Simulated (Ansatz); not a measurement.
## How far is this NaH from the hull?

Computed with DFT PBE, scalar-relativistic, plane waves, PAW (Ansatz). Settings: cutoff 420 eV, Γ-centred meshes spaced at most about 0.3 Å⁻¹ (2π included), Gaussian smearing. No spin polarisation.

Energies over the elements count from the elements' standard structures at the same level (H₂ as a molecule), with no fitted energy shifts.

These are static total energies at zero pressure. With hydrogen, zero-point motion can shift formation energies by some tens of meV/atom.

The competitors are the elements and 1 reference phase of this chemical system (from databases or known types: NaH), relaxed at the same level; other known phases may be missing.

The candidate was reached from: 6-connected net, two elements alternating.

```cif
data_structure
_symmetry_space_group_name_H-M 'P 1'
_symmetry_Int_Tables_number 1
_cell_length_a 3.3767
_cell_length_b 3.3767
_cell_length_c 11.4895
_cell_angle_alpha 90.000
_cell_angle_beta 90.000
_cell_angle_gamma 120.000
_cell_volume 113.46
loop_
_atom_site_label
_atom_site_type_symbol
_atom_site_fract_x
_atom_site_fract_y
_atom_site_fract_z
_atom_site_occupancy
Na1 Na 0.66667 0.33333 0.87808 1
Na2 Na 0.33333 0.66667 0.12192 1
Na3 Na 0.33333 0.66667 0.37808 1
Na4 Na 0.66667 0.33333 0.62192 1
H1 H 0.00000 0.00000 0.00000 1
H2 H 0.00000 0.00000 0.50000 1
H3 H 0.66667 0.33333 0.25000 1
H4 H 0.33333 0.66667 0.75000 1
```

Question: Where does it stand against these competitors?

Answer: Not the lowest form: another structure of the same formula lies lower. Its formation energy is -0.173 eV/atom. The lowest competing phase at this composition is this:

| phase | space group | source | share of atoms | ΔE_f (eV/atom) |
| --- | --- | --- | --- | --- |
| NaH | Fm-3m (No. 225) | COD | 1.0000 | -0.196 |

The candidate lies 23 meV/atom above this phase. The candidate matches no cell in the subsets of the Crystallography Open Database and the Materials Project at hand. That margin is within the range where metastable phases are often made. Checks: no imaginary mode on a 3×3×1 q mesh.
